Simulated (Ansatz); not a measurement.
## TaC, space group Fm-3m: a relaxation of cell and ions, step by step

With the Ansatz DFT code, driven from Python.

The cells in order, each with its output:

**Cell 1**
```python
from pathlib import Path

import ansatz as az
from ase import Atoms
from ase.io import write
import numpy as np
```

**Cell 2**
```python
def edges_and_angles(cell):
    cell = np.asarray(cell)
    a, b, c = np.linalg.norm(cell, axis=1)
    cosines = cell[1] @ cell[2] / (b * c), cell[0] @ cell[2] / (a * c), cell[0] @ cell[1] / (a * b)
    return (a, b, c, *np.degrees(np.arccos(cosines)))
```

**Cell 3**
```python
lattice = az.Lattice.of(
    (0.0, 2.223, 2.223),
    (2.223, 0.0, 2.223),
    (2.223, 2.223, 0.0),
)
sites = [
    ("Ta", (0.0, 0.0, 0.0)),
    ("C", (0.5, 0.5, 0.5)),
]
crystal = az.Crystal(lattice=lattice)
for symbol, position in sites:
    crystal = crystal.atom(symbol, position)
```

**Cell 4**
```python
crystal.resolved().sites[-1]
```
Output:
```text
Site(symbol='C', position=(0.5, 0.5, 0.5), moment=None, axis=None, held=None, saved=None)
```

**Cell 5**
```python
# every cell quantity that the symmetry leaves free
calculation = (
    crystal.calculation()
    .basis(510)
    .functional("pbesol")
    .kpoints(11, 11, 11, center="gamma")
    .occupations("fermi_dirac", width=0.05)
    .relax(cell=True, stress_tolerance=0.05)
    .density()
    .potential()
    .electron_localization_function()
    .output_files(volumetric_format="npy")
    .density_of_states(energy_step=0.05, projected=True)
)
steps = []
```

**Cell 6**
```python
def collect(event):
    if event["event"] == "relax_step":
        steps.append(event["data"])
```

**Cell 7**
```python
res = calculation.session().plan().execute(on_event=collect)
r = res.report

r["n_iterations"], r["closed_by"]
```
Output:
```text
(7, 'deck_thresholds')
```

**Cell 8**
```python
print("step   energy (eV)     max comp. (eV/A)   P (GPa)  SCF")
for s in steps:
    print(f"{s['step']:4d} {s['lagrangian_ev']:15.5f} {s['allowed_force_max_ev_ang']:12.4f} {s['pressure_gpa']:10.3f} {s['n_scf']:5d}")
```
Output:
```text
step   energy (eV)     max comp. (eV/A)   P (GPa)  SCF
   1    -10054.54831       0.0000     -1.458     6
   2    -10054.54861       0.0000      0.842     6
   3    -10054.54875       0.0000     -0.006     6
   4    -10054.54874       0.0000     -0.005     7
```

**Cell 9**
```python
first, last = steps[0], steps[-1]
symbols = [site.symbol for site in res.lattice.sites]
print(f"energy gained {first['lagrangian_ev'] - last['lagrangian_ev']:.4f} eV in {len(steps) - 1} steps")
for label, vectors in (("before", first["cell_ang"]), ("after", res.lattice.cell_ang)):
    print(label, "a b c (A) {:.4f} {:.4f} {:.4f}  angles {:.2f} {:.2f} {:.2f}".format(*edges_and_angles(vectors)), f" V = {abs(np.linalg.det(vectors)):.3f} A^3")
print("final stress xx yy zz (GPa, compression positive):", np.round(np.diag(r["stress_gpa"]), 3) + 0.0)
```
Output:
```text
energy gained 0.0004 eV in 3 steps
before a b c (A) 3.1438 3.1438 3.1438  angles 60.00 60.00 60.00  V = 21.971 A^3
after a b c (A) 3.1393 3.1393 3.1393  angles 60.00 60.00 60.00  V = 21.878 A^3
final stress xx yy zz (GPa, compression positive): [-0.005 -0.005 -0.005]
```

**Cell 10**
```python
relaxed = Atoms(symbols, positions=[site.position_ang for site in res.lattice.sites], cell=res.lattice.cell_ang, pbc=True)
write("relaxed.extxyz", relaxed, format="extxyz")
```

**Cell 11**
```python
print("relaxed fractional positions")
for site in res.lattice.sites:
    print(f"  {site.symbol:2s}", " ".join(f"{v % 1:8.5f}" for v in np.round(site.position_frac, 5)))

print(f"free energy      {r['free_energy_ev']:.5f} eV")
print(f"per atom         {r['free_energy_ev'] / len(res.lattice.sites):.5f} eV")
print(f"SCF iterations   {r['n_iterations']}  (converged: {r['converged']})")
```
Output:
```text
relaxed fractional positions
  Ta  0.00000  0.00000  0.00000
  C   0.50000  0.50000  0.50000
free energy      -10054.54874 eV
per atom         -5027.27437 eV
SCF iterations   7  (converged: True)
```

**Cell 12**
```python
folder = Path(res.write_results("fields"))
print("densities in e/A^3, potentials in eV, ELF without unit")
for name in sorted(p.name for p in folder.glob("*.npy")):
    field = np.load(folder / name)
    print(f"{name:16s} {str(field.shape):16s} min {field.min():10.4f}  mean {field.mean():10.4f}  max {field.max():10.4f}")
```
Output:
```text
densities in e/A^3, potentials in eV, ELF without unit
elf.npy          (24, 24, 24)     min     0.0171  mean     0.4017  max     0.7800
rho.npy          (24, 24, 24)     min     0.1551  mean     0.7771  max     4.5593
v_es.npy         (24, 24, 24)     min   -77.1962  mean     7.5740  max    20.8581
v_tot.npy        (24, 24, 24)     min  -106.2638  mean    -5.9757  max    11.6989
```

**Cell 13**
```python
# d-band centre and width over a window about the Fermi level
dos = res.density_of_states()
energy = np.asarray(dos.energies_ev) - dos.fermi_ev
window = (energy > -10) & (energy < 3)
for index, site in enumerate(res.projected_density_of_states().sites):
    for shell in site.shells:
        if shell.l == 2:
            g = sum(np.sum(part.g_bin_mean_per_ev, axis=0) for part in shell.curves)[window]
            if g.sum() > 1e-6:
                centre = (g * energy[window]).sum() / g.sum()
                width = np.sqrt((g * (energy[window] - centre) ** 2).sum() / g.sum())
                print(f"site {index} {site.species} {shell.label}: centre {centre:.3f} eV, rms width {width:.3f} eV")
```
Output:
```text
site 0 Ta 5D: centre -1.653 eV, rms width 3.418 eV
```

File `relaxed.extxyz` afterwards:
```text
2
Lattice="6.623983642764267e-34 2.2198448218167726 2.2198448218167726 2.2198448218167726 -4.585834829606032e-34 2.2198448218167726 2.2198448218167726 2.2198448218167726 -2.0381488131582354e-34" Properties=species:S:1:pos:R:3 pbc="T T T"
Ta      -0.00000000       0.00000000       0.00000000
C        2.21984482       2.21984482       2.21984482
```

Reading the output:
- Absolute energies stand on the zero of these potentials, so only differences at equal settings mean something.
- Forces vanish by symmetry, so the ions can't move, and the end may be a saddle.
- The mesh is modest for a metal, so energies can be off by several to tens of meV an atom and pressures by half a GPa or more; differences at equal mesh fare better.
- Projections exist only for the shells that the potentials hold, some of them semicore, and samples at single energies can miss narrow peaks.
- Energies along a relaxation are free energies. Rows at an unchanged volume are solved on a plane-wave basis chosen afresh for that cell, so the energy jumps there and such rows are no steps of the walk.
- Edges and angles are those of the cell as typed, here a primitive one, not of the conventional cell.
- Of the deposited cell: the entry's cell lengths or inner coordinates differ somewhat from later room-temperature determinations.
- Spin-orbit coupling, which matters for elements this heavy, is left out.
- Densities and potentials on the grid are those of the valence electrons, and inside the cores they hang on the potentials used.
- The structure is a deposited one; some such entries were measured under pressure or heat, so a shift against it needn't be the functional's error alone.
- The computed bands are complete only to about 0.6 eV above the Fermi level; beyond that the density of states is undercounted.
- A band centre counts only the states inside the window taken.
- Timing: 5 s on 1 thread of Arm Neoverse V2, with other jobs on the host, peak memory 0.42 GiB.
